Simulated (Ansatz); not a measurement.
The system is CdS.

```
CELL_PARAMETERS angstrom
0.00000 2.75324 2.75324
2.75324 0.00000 2.75324
2.75324 2.75324 0.00000
ATOMIC_POSITIONS crystal
Cd 0.00000 0.00000 0.00000
S 0.50000 0.50000 0.50000
```

Measurements of this composition are mostly on another form, of space group No. 186.

```yaml
Program: Ansatz 0.2.0
Task: single point
Functional: PBE
Potentials_or_basis: all-electron LAPW, scalar-relativistic
Cutoff: 205 eV (chosen from the basis error)
Basis_error_allowed: 0.001 eV/atom
k_mesh: 8 × 8 × 8
Occupations: fermi-dirac, width 0.05 eV
Spin: no spin polarisation
```

On this cell: pressure -0.4 GPa; largest force zero by symmetry; band gap on the k mesh 0.26 eV, indirect (least direct gap 1.56 eV).

The same run follows on a disturbed copy (atoms moved at random, drawn with an rms of 0.05 Å):

```xyz
2
Lattice="0.0000 2.7532 2.7532 2.7532 0.0000 2.7532 2.7532 2.7532 0.0000" Properties=species:S:1:pos:R:3 pbc="T T T"
Cd   -0.0264    0.0482   -0.0506
S     2.7295    2.7484    2.7389
```

Task: What changes?

Result: The energy moves by +1.3 meV/atom; pressure -0.3 GPa; largest force 0.080 eV/Å; band gap on the k mesh 0.27 eV, indirect (least direct gap 1.55 eV).

Forces in eV/Å, atoms in the order of the input:
```
Cd   0.003 -0.067  0.044
S   -0.003  0.067 -0.044
```

Stress tensor (GPa, compression positive):
```
-0.46  0.00  0.00
 0.00 -0.20  0.02
 0.00  0.02 -0.34
```

A k mesh can miss the band edges.
